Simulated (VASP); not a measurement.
# I (Im-3m) in VASP: notebook, part 2 of 2

VASP 6.6.1. The steps go on from the part before.

## (3) Single point, PBE

The input, INCAR:

```
ALGO     = Normal         # electronic algorithm
EDIFF    = 1E-6           # SCF threshold, eV
ENCUT    = 450            # plane-wave cutoff, eV
GGA      = PE             # functional
ISIF     = 2              # what is computed and relaxed
ISMEAR   = 0              # smearing method
LASPH    = True           # aspherical terms in the spheres
LCHARG   = False          # write CHGCAR
LREAL    = False          # projectors in reciprocal space
LWAVE    = False          # write WAVECAR
NBANDS   = 10             # bands
NELM     = 60             # most SCF steps
PREC     = Accurate       # precision mode
SIGMA    = 0.02           # smearing width, eV
```

The input, KPOINTS:

```
k-points
0
Gamma
  5 5 5
```

The input, POSCAR:

```
I
1.0
   -2.0893754423      2.0893754423      2.0893754423
    2.0893754423     -2.0893754423      2.0893754423
    2.0893754423      2.0893754423     -2.0893754423
I
1
Direct
    0.0000000000      0.0000000000      0.0000000000
```

Potentials or basis: VASP PAW PBE potentials, release 64 (I_GW).

Started as:

```
$ cat potpaw_PBE.64/I_GW/POTCAR > POTCAR
$ mpirun -np 1 vasp_std > vasp.out
```

Run time: 3.8 s. Hardware: 1 thread of Intel Xeon 6975P-C (Granite Rapids), shared host; peak memory 0.14 GiB.

It converged, with:

```yaml
Free_energy: -1.1201 eV
Pressure: -1.0 GPa
Band_gap_on_the_k_mesh: none (metal or under the smearing width)
```

Levels at points of the mesh, in eV from the Fermi level:
```csv
k point,band 1,band 2,band 3,band 4,band 5,band 6,band 7,band 8
"(0.00, 0.00, 0.00)",-13.41,0.67,0.67,0.67,6.68,9.80,9.80,9.80
```

Caveat: the k mesh is coarse (spacing up to 0.43 Å⁻¹), so the values aren't converged; an odd number of electrons without spin polarisation forces a metal; a magnetic or distorted state may lie lower.

## (4) Single point, PBE

The input, INCAR:

```
ALGO = Normal
EDIFF = 1E-7
ENCUT = 450
GGA = PE
ISIF = 2
ISMEAR = 0
LASPH = T
LCHARG = F
LREAL = F
LWAVE = F
NELM = 80
PREC = Accurate
SIGMA = 0.02
```

The input, KPOINTS:

```
k-points
0
Gamma
  4 4 4
```

POSCAR is that of step 3.

Potentials or basis: VASP PAW PBE potentials, release 64 (I_GW).

Started as:

```
$ cat potpaw_PBE.64/I_GW/POTCAR > POTCAR
$ mpirun -np 1 vasp_std > vasp.out
```

OUTCAR:

```text
EDIFF = 1E-7
   ENCUT = 450
   GGA = PE
   ISIF = 2
   ISMEAR = 0
   LASPH = T
   LREAL = F
   NELM = 80
   PREC = Accurate

 ion  position               nearest neighbor table
   1  0.000  0.000  0.000-

  LATTYP: Found a body centered cubic cell.
 ALAT       =     4.1787508846

  Lattice vectors:

 A1 = (  -2.0893754423,   2.0893754423,   2.0893754423)
 A2 = (   2.0893754423,  -2.0893754423,   2.0893754423)
 A3 = (   2.0893754423,   2.0893754423,  -2.0893754423)

[... 242 lines left out ...]
      7      20.1466      0.00000

------------------------ aborting loop because EDIFF is reached ----------------------------------------

  FORCE on cell =-STRESS in cart. coord.  units (eV):
  Direction    XX          YY          ZZ          XY          YZ          ZX
  --------------------------------------------------------------------------------------
  -------------------------------------------------------------------------------------
  Total       -0.1481724     -0.1481724     -0.1481724     -0.0000000     -0.0000000      0.0000000
  in kB       -6.5068165     -6.5068165     -6.5068165     -0.0000000     -0.0000000      0.0000000
  external PRESSURE =      -6.5068165 kB  Pullay stress =       0.0000000 kB

 VOLUME and BASIS-vectors are now :
 -----------------------------------------------------------------------------
  energy-cutoff  :      450.00
  volume of cell :       36.48
      direct lattice vectors                 reciprocal lattice vectors
    -2.089375442  2.089375442  2.089375442     0.000000000  0.239305962  0.239305962
     2.089375442 -2.089375442  2.089375442     0.239305962  0.000000000  0.239305962
     2.089375442  2.089375442 -2.089375442     0.239305962  0.239305962  0.000000000

 POSITION                                       TOTAL-FORCE (eV/Angst)
 -----------------------------------------------------------------------------------
      0.00000      0.00000      0.00000        -0.000000      0.000000      0.000000
 -----------------------------------------------------------------------------------
    total drift:                               -0.000000      0.000000      0.000000

  FREE ENERGIE OF THE ION-ELECTRON SYSTEM (eV)
  ---------------------------------------------------
  free  energy   TOTEN  =        -1.1367303655 eV

  energy  without entropy=       -1.1325220434  energy(sigma->0) =       -1.13462620
```

Wall time 3.4 s (1 thread of Intel Xeon 6975P-C (Granite Rapids), shared host); peak memory 0.14 GiB.

What came out:

```yaml
Free_energy: -1.1367 eV
Pressure: -0.7 GPa
Band_gap_on_the_k_mesh: none (metal or under the smearing width)
```

Levels at points of the mesh, in eV from the Fermi level:
| k point | band 2 | band 3 | band 4 | band 5 | band 6 | band 7 |
| --- | --- | --- | --- | --- | --- | --- |
| (0.00, 0.00, 0.00) | 0.77 | 0.77 | 0.77 | 6.79 | 9.90 | 9.90 |
| (0.50, 0.00, 0.00) | -4.32 | -0.80 | 0.47 | 5.78 | 7.26 | 12.79 |
| (0.50, 0.50, 0.50) | -2.54 | -2.54 | -2.54 | 4.58 | 4.58 | 16.03 |

Caveat: the k mesh is coarse (spacing up to 0.53 Å⁻¹), so the values aren't converged; an odd number of electrons without spin polarisation forces a metal; a magnetic or distorted state may lie lower. The run has no spin-orbit coupling, so splittings on I are missing.

## (5) Single point, PBE

The input, INCAR:

```
SYSTEM = I
ALGO = Normal ; EDIFF = 1E-6
ENCUT = 520 ; GGA = PE
ISIF = 2 ; ISMEAR = 0
LASPH = .True. ; LCHARG = .False.
LREAL = .False. ; LWAVE = .False.
NBANDS = 10 ; NELM = 60
PREC = Accurate ; SIGMA = 0.05
```

The input, KPOINTS:

```
k-points
0
Gamma
  9 9 9
  0 0 0
```

The input, POSCAR:

```
I
3.6189
   -0.577350974688      0.577350974688      0.577350974688
    0.577350974688     -0.577350974688      0.577350974688
    0.577350974688      0.577350974688     -0.577350974688
I
1
Direct
    0.0000000000      0.0000000000      0.0000000000
```

Potentials or basis: VASP PAW PBE potentials, release 64 (I).

Started as:

```
$ cat potpaw_PBE.64/I/POTCAR > POTCAR
$ mpirun -np 1 vasp_std > vasp.out
```

Run time: 3.8 s. Hardware: 1 thread of AMD EPYC 9R45 (Zen 5), shared host; peak memory 0.13 GiB.

The run converged. Its results:

| Quantity | Value |
| --- | --- |
| Free energy | -1.0411 eV |
| Pressure | -0.2 GPa |
| Band gap on the k mesh | none (metal or under the smearing width) |

Levels at points of the mesh, in eV from the Fermi level:
```
           k point  band 1  band 2  band 3  band 4  band 5  band 6  band 7  band 8
(0.00, 0.00, 0.00)  -13.27    0.80    0.80    0.80    6.85    9.78    9.78    9.78
```

Caveat: an odd number of electrons without spin polarisation forces a metal; a magnetic or distorted state may lie lower. Spin-orbit coupling is left out, which matters for the levels of I.

## (6) Single point, PBE

The input, run.py:

```python
from ase.calculators.vasp import Vasp
from ase.dft.bandgap import bandgap
from ase.io import read

atoms = read('I.xyz')
calc = Vasp(
    directory='calc',
    xc='pbe',
    pp='PBE',
    setups='materialsproject',
    prec='Accurate',
    encut=520,
    ediff=1e-07,
    ismear=0,
    sigma=0.05,
    lreal=False,
    lasph=True,
    nelm=60,
    algo='Normal',
    isif=2,
    lwave=False,
    lcharg=False,
    kpts=[9, 9, 9],
    gamma=True,
)
atoms.calc = calc

print('energy (eV):', atoms.get_potential_energy())
print('free energy (eV):', atoms.get_potential_energy(force_consistent=True))
print('forces (eV/A):')
print(atoms.get_forces())
print('stress (eV/A^3, Voigt):', atoms.get_stress())
print('Fermi level (eV):', calc.get_fermi_level())
gap, top, bottom = bandgap(calc)
print('band gap (eV):', gap, 'from (spin, k, band)', top, 'to', bottom)
```

The input, I.xyz:

```xyz
1
Lattice="-2.0893754423 2.0893754423 2.0893754423 2.0893754423 -2.0893754423 2.0893754423 2.0893754423 2.0893754423 -2.0893754423" Properties=species:S:1:pos:R:3 pbc="T T T"
I      0.0000000000      0.0000000000      0.0000000000
```

Potentials or basis: VASP PAW PBE potentials, release 64 (I).

Started as:

```
$ python run.py
```

The program printed:

```text
energy (eV): -1.03902027
free energy (eV): -1.04105376
forces (eV/A):
[[ 0.  0. -0.]]
stress (eV/A^3, Voigt): [ 0.00129063  0.00129063  0.00129063 -0.         -0.         -0.        ]
Fermi level (eV): 4.08626605
band gap (eV): 0.0 from (spin, k, band) (None, None, None) to (None, None, None)
```

OUTCAR:

```text
ENCUT = 520.000000
   EDIFF = 1.00e-07
   GGA = PE
   PREC = Accurate
   ISIF = 2
   ISMEAR = 0
   NELM = 60
[... 457 lines left out ...]
 -----------------------------------------------------------------------------------
      0.00000      0.00000      0.00000         0.000000      0.000000     -0.000000
 -----------------------------------------------------------------------------------
    total drift:                                0.000000      0.000000     -0.000000

  FREE ENERGIE OF THE ION-ELECTRON SYSTEM (eV)
  ---------------------------------------------------
  free  energy   TOTEN  =        -1.0410537603 eV

  energy  without entropy=       -1.0369867709  energy(sigma->0) =       -1.03902027
```

INCAR:

```text
ENCUT = 520.000000
SIGMA = 0.050000
EDIFF = 1.00e-07
ALGO = Normal
GGA = PE
PREC = Accurate
ISIF = 2
ISMEAR = 0
NELM = 60
LASPH = .TRUE.
LCHARG = .FALSE.
LWAVE = .FALSE.
LREAL = .FALSE.
```

Wall time 5.6 s (1 thread of AMD EPYC 9R45 (Zen 5), shared host); peak memory 0.12 GiB.

What came out:

* Free energy: -1.0411 eV
* Pressure: -0.2 GPa
* Band gap on the k mesh: none (metal or under the smearing width)

Caveat: an odd number of electrons without spin polarisation forces a metal; a magnetic or distorted state may lie lower.

## (7) Overview

| task | level | potentials or basis | cell | k mesh | cutoff (eV) | smearing | grid for exact exchange (PRECFOCK) | exchange at q = 0 | mesh quality | gap on the mesh (eV) | pressure (GPa) |
| --- | --- | --- | --- | --- | --- | --- | --- | --- | --- | --- | --- |
| relaxation of cell and atoms | TPSSh | VASP PAW PBE potentials, release 64 (I) | relaxed | 5 × 5 × 5 | 600 | gaussian 0.05 eV | Fast | truncated | coarse | none | 0.0 |
| single point | PBE | VASP PAW PBE potentials, release 64 (I_GW) | as given | 5 × 5 × 5 | 450 | gaussian 0.02 eV | - | - | coarse | none | -1.0 |
| single point | PBE | VASP PAW PBE potentials, release 64 (I_GW) | as given | 4 × 4 × 4 | 450 | gaussian 0.02 eV | - | - | coarse | none | -0.7 |
| single point | PBE | VASP PAW PBE potentials, release 64 (I) | as given | 9 × 9 × 9 | 520 | gaussian 0.05 eV | - | - | not flagged | none | -0.2 |

Alike in all rows: no spin polarisation.

Caveats: some runs use coarse meshes; an odd number of electrons without spin polarisation forces a metal; a magnetic or distorted state may lie lower; the PAW data sets were made with another functional, which shifts forces and pressure a little (some runs).

Total energies depend on the potentials used, so only differences within one code and one set of settings carry meaning.
